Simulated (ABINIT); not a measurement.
# MgTe (F-43m) in ABINIT: convergence with smearing width

Aim: find how far smearing width must go before the results for MgTe settle, at r2SCAN. This setting moves, with any that are tied to it; all else stays.

Program: ABINIT 10.8.3 (patched build). These are calculated values, not measurements. Logs are shortened: lines on timing, memory, paths and dates and some standing lists are left out, and cuts for length are marked. The log counts tension as positive stress, the text compression.

## (1) Starting point

The structure is cubic, space group F-43m (No. 216). The conventional cell has a = 6.464 Å, b = 6.464 Å, c = 6.464 Å, α = 90.00°, β = 90.00°, γ = 90.00°. Te (site symmetry -43m) has 4 Mg at 2.80 Å as nearest neighbours. Mg (site symmetry -43m) has 4 Te at 2.80 Å as nearest neighbours.

The cell comes from a database or a generator and needn't be the stable form of this composition.

## (2) With smearing width 0.272 eV

File run.abi:

```
# Pseudopotentials
pp_dirpath "./"
pseudos "Te_ONCV_PBE-1.2.upf, Mg_ONCV_PBE-1.2.upf"

# Structure
acell 4.5707365703 4.5707365703 4.5707365703 Angstrom
rprim
     0.0000000000     0.7071067812     0.7071067812
     0.7071067812     0.0000000000     0.7071067812
     0.7071067812     0.7071067812     0.0000000000
ntypat 2
znucl 52 12
natom 2
typat 1 2
xred
     0.2500000000     0.2500000000     0.2500000000
     0.0000000000     0.0000000000     0.0000000000

# Plane-wave basis
ecut 50.0

# k points
kptopt 1
ngkpt 5 5 5
nshiftk 1
shiftk 0.0 0.0 0.0

# Exchange and correlation
ixc -497498
usekden 1

# Bands and occupations
nband 17
occopt 3
tsmear 0.00999582

# SCF cycle
nstep 100
tolvrs 1.0e-9

# Output
iomode 3
prtwf 0
prtden 0
prteig 0
prtebands 0
prtvol 2
```

Potentials or basis: SG15 NC PBE v1.2.

The run is started by

```bash
abinit run.abi > log 2>&1
```

Run time: 2.9 min. Hardware: 1 thread of Arm Neoverse V1, shared host; peak memory 0.16 GiB.

Results (log left out):

| Item | Value |
| --- | --- |
| Free energy | -3848.4285 eV |
| Pressure | -0.3 GPa |
| Band gap on the k mesh | 2.98 eV, direct |
| Valence electrons inside the program's atomic spheres | Te 12.05; Mg 8.25 |

## (3) With smearing width 0.2 eV

Edit run.abi of step 2 so:

```diff
@@ -34,3 +34,3 @@
 occopt 3
-tsmear 0.00999582
+tsmear 0.00734986
```

Potentials or basis: SG15 NC PBE v1.2.

The run is started by

```bash
abinit run.abi > log 2>&1
```

It took 2.9 min on 1 thread of Arm Neoverse V1, shared host; peak memory 0.16 GiB.

Results (log left out):

```
Free energy                                           : -3848.4282 eV
Pressure                                              : -0.3 GPa
Band gap on the k mesh                                : 2.98 eV, direct
Valence electrons inside the program's atomic spheres : Te 12.05; Mg 8.25
```

## (4) With smearing width 0.136 eV

Edit run.abi of step 3 so:

```diff
@@ -34,3 +34,3 @@
 occopt 3
-tsmear 0.00734986
+tsmear 0.00499791
```

The run is started by

```bash
abinit run.abi > log 2>&1
```

Run time: 2.9 min. Hardware: 1 thread of Arm Neoverse V1, shared host; peak memory 0.16 GiB.

Results (log left out):

```
Free energy                                           : -3848.4282 eV
Pressure                                              : -0.3 GPa
Band gap on the k mesh                                : 2.98 eV, direct
Valence electrons inside the program's atomic spheres : Te 12.05; Mg 8.25
```

## (5) With smearing width 0.1 eV

Edit run.abi of step 4 so:

```diff
@@ -34,3 +34,3 @@
 occopt 3
-tsmear 0.00499791
+tsmear 0.00367493
```

The run is started by

```bash
abinit run.abi > log 2>&1
```

Run time: 2.9 min. Hardware: 1 thread of Arm Neoverse V1, shared host; peak memory 0.16 GiB.

The run converged. Its results:

```yaml
Free_energy: -3848.4282 eV
Pressure: -0.3 GPa
Band_gap_on_the_k_mesh: 2.98 eV, direct
Valence_electrons_inside_the_program's_atomic_spheres: Te 12.05; Mg 8.25
```

## (6) With smearing width 0.05 eV

Edit run.abi of step 5 so:

```diff
@@ -34,3 +34,3 @@
 occopt 3
-tsmear 0.00367493
+tsmear 0.00183747
```

Potentials or basis: SG15 NC PBE v1.2.

The run is started by

```bash
abinit run.abi > log 2>&1
```

Run time: 2.9 min. Hardware: 1 thread of Arm Neoverse V1, shared host; peak memory 0.16 GiB.

It converged, with:

* Free energy: -3848.4282 eV
* Pressure: -0.3 GPa
* Band gap on the k mesh: 2.98 eV, direct
* Valence electrons inside the program's atomic spheres: Te 12.05; Mg 8.25

## (7) With smearing width 0.025 eV

Edit run.abi of step 6 so:

```diff
@@ -34,3 +34,3 @@
 occopt 3
-tsmear 0.00183747
+tsmear 0.00091873
```

The run is started by

```bash
abinit run.abi > log 2>&1
```

It took 2.9 min on 1 thread of Arm Neoverse V1, shared host; peak memory 0.16 GiB.

The run converged. Its results:

| Quantity | Value |
| --- | --- |
| Free energy | -3848.4282 eV |
| Pressure | -0.3 GPa |
| Band gap on the k mesh | 2.98 eV, direct |
| Valence electrons inside the program's atomic spheres | Te 12.05; Mg 8.25 |

## (8) With smearing width 0.01 eV

Edit run.abi of step 7 so:

```diff
@@ -34,3 +34,3 @@
 occopt 3
-tsmear 0.00091873
+tsmear 0.00036749
```

Potentials or basis: SG15 NC PBE v1.2.

The run is started by

```bash
abinit run.abi > log 2>&1
```

run.abo:

```text
.Version 10.8.3 of ABINIT
 Symmetries : space group F-4 3 m (#216); Bravais cF (face-center cubic)
================================================================================
 Values of the parameters that define the memory need of the present run
     intxc =       0    ionmov =       0      iscf =       7    lmnmax =       6
     lnmax =       6     mgfft =      60  mpssoang =       3    mqgrid =    3001
     natom =       2  nloc_mem =       1    nspden =       1   nspinor =       1
    nsppol =       1      nsym =      24    n1xccc =       0    ntypat =       2
    occopt =       3   xclevel =       2
       mpw =        7724          nfft =      216000          nkpt =          10
================================================================================
================================================================================

--------------------------------------------------------------------------------
------------- Echo of variables that govern the present computation ------------
--------------------------------------------------------------------------------
 -outvars: echo values of preprocessed input variables --------
            acell      8.6374403115E+00  8.6374403115E+00  8.6374403115E+00 Bohr
              amu      1.27600000E+02  2.43050000E+01
             ecut      5.00000000E+01 Hartree
              ixc     -497498
         kptrlatt        5    0    0      0    5    0      0    0    5
          kptrlen      4.31872016E+01
            natom           2
            nband          17
            ngfft          60      60      60
             nkpt          10
            nstep         100
             nsym          24
           ntypat           2
           occopt           3
           prtden           0
        prtebands           0
           prteig           0
          prtkden           1
           prtvol           2
            prtwf           0
[... 266 lines left out ...]
   0.37556
      occupation numbers for kpt#  10
   2.00000    2.00000    2.00000    2.00000    2.00000    2.00000    2.00000    2.00000
   2.00000    2.00000    2.00000    2.00000    2.00000    0.00000    0.00000    0.00000
   0.00000
 Total charge density [el/Bohr^3]
)     Maximum=    2.0628E+00  at reduced coord.    0.0500    0.9667    0.9833
)Next maximum=    2.0628E+00  at reduced coord.    0.0000    0.9667    0.9833
)     Minimum=    1.0618E-03  at reduced coord.    0.7500    0.7500    0.7500
)Next minimum=    1.0703E-03  at reduced coord.    0.7500    0.7500    0.7333
   Integrated=    2.6000E+01

--- !EnergyTerms
iteration_state     : {dtset: 1, }
comment             : Components of total free energy in Hartree
kinetic             :  6.84944138156994E+01
hartree             :  4.54889742898229E+01
xc                  : -1.58943609623752E+01
Ewald energy        : -7.73148492128912E+01
psp_core            :  2.96590233591390E+00
local_psp           : -1.35113925366290E+02
non_local_psp       : -3.00532822277165E+01
internal            : -1.41427127327837E+02
'-kT*entropy'       :  4.07309443044601E-16
total_energy        : -1.41427127327837E+02
total_energy_eV     : -3.84842818737730E+03
band_energy         : -2.75229873990294E+01
...

 Cartesian components of stress tensor (hartree/bohr^3)
  sigma(1 1)=  9.80122187E-06  sigma(3 2)=  0.00000000E+00
  sigma(2 2)=  9.80122187E-06  sigma(3 1)=  0.00000000E+00
  sigma(3 3)=  9.80122187E-06  sigma(2 1)=  0.00000000E+00

-Cartesian components of stress tensor (GPa)         [Pressure= -2.8836E-01 GPa]
- sigma(1 1)=  2.88361903E-01  sigma(3 2)=  0.00000000E+00
- sigma(2 2)=  2.88361903E-01  sigma(3 1)=  0.00000000E+00
- sigma(3 3)=  2.88361903E-01  sigma(2 1)=  0.00000000E+00

== END DATASET(S) ==============================================================
================================================================================

 -outvars: echo values of variables after computation  --------
            acell      8.6374403115E+00  8.6374403115E+00  8.6374403115E+00 Bohr
           etotal     -1.4142712733E+02
            fcart     -0.0000000000E+00 -0.0000000000E+00 -0.0000000000E+00
                      -0.0000000000E+00 -0.0000000000E+00 -0.0000000000E+00
            rprim      0.0000000000E+00  7.0710678120E-01  7.0710678120E-01
                       7.0710678120E-01  0.0000000000E+00  7.0710678120E-01
                       7.0710678120E-01  7.0710678120E-01  0.0000000000E+00
           strten      9.8012218738E-06  9.8012218739E-06  9.8012218739E-06
                       0.0000000000E+00  0.0000000000E+00  0.0000000000E+00
           xangst      1.6159994120E+00  1.6159994120E+00  1.6159994120E+00
                       0.0000000000E+00  0.0000000000E+00  0.0000000000E+00
             xred      2.5000000000E-01  2.5000000000E-01  2.5000000000E-01
                       0.0000000000E+00  0.0000000000E+00  0.0000000000E+00
 Calculation completed.
```

It took 2.9 min on 1 thread of Arm Neoverse V1, shared host; peak memory 0.16 GiB.

What came out:

```yaml
Free_energy: -3848.4282 eV
Pressure: -0.3 GPa
Band_gap_on_the_k_mesh: 2.98 eV, direct
Valence_electrons_inside_the_program's_atomic_spheres: Te 12.05; Mg 8.25
```

## (9) Result

| smearing width | energy less the tightest run, at zero smearing (meV/atom) | SCF cycles | CPU time (s) | peak memory (GiB) |
| --- | --- | --- | --- | --- |
| 0.272 eV | 0.51 | 10 | 170 | 0.16 |
| 0.2 eV | 0.04 | 10 | 170 | 0.16 |
| 0.136 eV | 0.00 | 10 | 170 | 0.16 |
| 0.1 eV | 0.00 | 10 | 170 | 0.16 |
| 0.05 eV | 0.00 | 10 | 170 | 0.16 |
| 0.025 eV | 0.00 | 10 | 170 | 0.16 |
| 0.01 eV | 0.00 | 10 | 170 | 0.16 |

Against the tightest run, the energy stays within 1 meV/atom from 0.272 eV on. The tightest run that finished is the yardstick and may itself not be fully converged.

Caveats: the potentials were made for another functional, which shifts forces and pressure; spin-orbit coupling is left out, which moves the levels of the heavy elements.
